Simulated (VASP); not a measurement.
Write the native input for VASP 6.6.1 that does the following.

| Quantity | Value |
| --- | --- |
| Task | optical spectrum |
| Functional | PBEsol |
| Potentials or basis | VASP PAW PBE potentials, release 64 (In_d, Se) |
| Cutoff | 520 eV |
| k mesh | 9 × 9 × 2 |
| Occupations | gaussian, width 0.03 eV |
| Spin | no spin polarisation |
| Further INCAR settings | ALGO = Normal; EDIFF = 1e-06; NBANDS = 62 |

The structure of InSe lies in POSCAR:

```
InSe                                    
1.0
    4.0561362589      0.0000000000      0.0000000000
   -2.0280681295      3.5127170414     -0.0000000000
    0.0000000000     -0.0000000000     16.7491949898
  In              Se            
     4     4
Direct
     1.0000000000000000    1.0000000000000000    0.5837577423818349
     1.0000000000000000    1.0000000000000000    0.4162422576181651
     0.3333333300000021    0.6666666699999979    0.9162323022865825
     0.3333333300000021    0.6666666699999979    0.0837676977134175
     0.6666666699999979    0.3333333300000021    0.8392092269855985
     0.6666666699999979    0.3333333300000021    0.1607907730144015
     0.3333333300000021    0.6666666699999979    0.6606754469427455
     0.3333333300000021    0.6666666699999979    0.3393245530572546
```

Measurements of this composition are mostly on another form, of space group No. 160.

The input as run:

INCAR

```
ALGO = Normal ; CSHIFT = 0.1
EDIFF = 1E-6 ; ENCUT = 520
GGA = PS ; ISIF = 2
ISMEAR = 0 ; KPAR = 2
LASPH = T ; LCHARG = F
LOPTICS = T ; LREAL = F
LWAVE = F ; NBANDS = 62
NEDOS = 2000 ; NELM = 80
PREC = Accurate ; SIGMA = 0.03
```

KPOINTS

```
k-points
0
Gamma
  9 9 2
```

Potentials or basis: VASP PAW PBE potentials, release 64 (In_d, Se).

Command:

```bash
$ cat potpaw_PBE.64/In_d/POTCAR potpaw_PBE.64/Se/POTCAR > POTCAR
$ mpirun -np 2 vasp_std > vasp.out
```

Results of the run:

```json
{
  "Pressure": "-1.4 GPa",
  "Largest force": "0.237 eV/Å",
  "Band gap on the k mesh": "0.16 eV, direct"
}
```

Caveat: independent-particle spectra lack excitons; the PAW data sets were made with another functional, which shifts forces and pressure a little; spin-orbit coupling is left out, which moves the levels of the heavy elements; this functional lacks dispersion, which binds the layers, so the pressure and a relaxed spacing across them are unreliable.

It took 110 s on 2 MPI ranks on Intel(R) Xeon(R) 6975P-C (Granite Rapids) (shared host), peak memory 0.8 GiB a rank.
